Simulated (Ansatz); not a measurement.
**NaCl: pressure series**

Take NaCl in the rock salt structure (space group Fm-3m, No. 225) as the base.

```
NaCl
1.0
    0.00000     2.80071     2.80071
    2.80071     0.00000     2.80071
    2.80071     2.80071     0.00000
Cl Na
1 1
Direct
  0.00000   0.00000   0.00000
  0.50000   0.50000   0.50000
```

Cell and atoms are relaxed at each pressure.

Calculations: PBEsol in Ansatz (plane waves to 420 eV, PAW, no SOC), earlier PAW set.

Notes on the quantities. hole mass: degenerate bands, along [100].

```csv
case,electron mass,hole mass,width of the top valence band,lattice parameter a
base,0.39 mₑ (at Γ),"0.60, 2.7, 2.7 mₑ (at Γ)",0.80 eV,5.601 Å
pressure −2 GPa,0.40 mₑ (at Γ),–,0.67 eV,5.786 Å
pressure −1 GPa,0.39 mₑ (at Γ),"0.62, 2.8, 2.8 mₑ (at Γ)",0.74 eV,5.682 Å
pressure 3 GPa,0.38 mₑ (at Γ),[?],0.93 eV,5.431 Å
pressure 7 GPa,0.37 mₑ (at Γ),[?],1.08 eV,5.279 Å
pressure 15 GPa,0.37 mₑ (at Γ),"0.47, 1.9, 1.9 mₑ (at Γ)",1.30 eV,5.083 Å
pressure 30 GPa,–,"0.43, 1.7, 1.7 mₑ (at Γ)",1.62 eV,4.861 Å
pressure 50 GPa,"1.1 mₑ along k, 0.33 mₑ across (at X)","0.40, 1.5, 1.5 mₑ (at Γ)",1.94 eV,4.678 Å
pressure 75 GPa,"1.1 mₑ along k, 0.30 mₑ across (at X)","0.38, 1.3, 1.3 mₑ (at Γ)",2.27 eV,4.523 Å
pressure 100 GPa,"1.1 mₑ along k, 0.28 mₑ across (at X)","0.36, 1.2, 1.2 mₑ (at Γ)",2.55 eV,4.410 Å
```

Problem. Fill in the withheld entries from the trend.

Solution. 
- pressure 3 GPa, hole mass: 0.55, 2.4, 2.4 mₑ (at Γ)
- pressure 7 GPa, hole mass: 0.51, 2.2, 2.2 mₑ (at Γ)

The levels and masses belong to the bands next to the band gap. Load acts through the strain it causes; cell and atoms are relaxed under it. Effective masses come from finite differences of ±0.01 Å⁻¹. Along k means along the line from Γ to the band edge. No phonon test of stability was made. Competing high-pressure phases were not computed.

Ansatz is an electronic-structure program.
